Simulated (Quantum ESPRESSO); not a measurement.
**V under changes of volume**

One of the cells (13.891 Å³/atom); the others are scaled copies at fixed shape and fractional positions:

```
V
1.0
    -1.51435    1.51435    1.51435
     1.51435   -1.51435    1.51435
     1.51435    1.51435   -1.51435
V
1
Direct
  0.00000 0.00000 0.00000
```

```yaml
Program: Quantum ESPRESSO 7.5
Functional: rev-vdW-DF2
Potentials_or_basis: PseudoDojo 0.4.1 SR PBE standard
Cutoff: 1143 eV
Density_cutoff: 4572 eV
k_mesh: 12 × 12 × 12
Occupations: fermi-dirac, width 0.05 eV
Spin: collinear spin, ferromagnetic start
Starting_moments: "[2.0] μB"
```

```tsv
volume (Å³/atom)	energy over the lowest point (meV/atom)	pressure (GPa)
13.058	0.00	1.3
13.336	1.26	-2.6
13.613	8.80	-6.1
13.891	22.11	-9.3
14.169	40.71	-12.2
14.447	64.13	-14.8
14.725	?	?
```

Question: What does the run at 14.725 Å³/atom give?

Answer: Energy over the lowest point 91.92 meV/atom; pressure -17.1 GPa.

Worked out: A Birch-Murnaghan fit of order 3 (a polynomial in V^(-2/3)) to the other rows has its minimum at 13.14 Å³/atom with B0 = V·E''(V) = 183 GPa and B' = 3.2. It gives 91.97 meV/atom at 14.725 Å³/atom, against the run's 91.92, and -dE/dV = -17.2 GPa, against -17.1.

Energies are extrapolated to zero smearing.

Caveats: the potentials were made for another functional, which shifts forces and pressure.
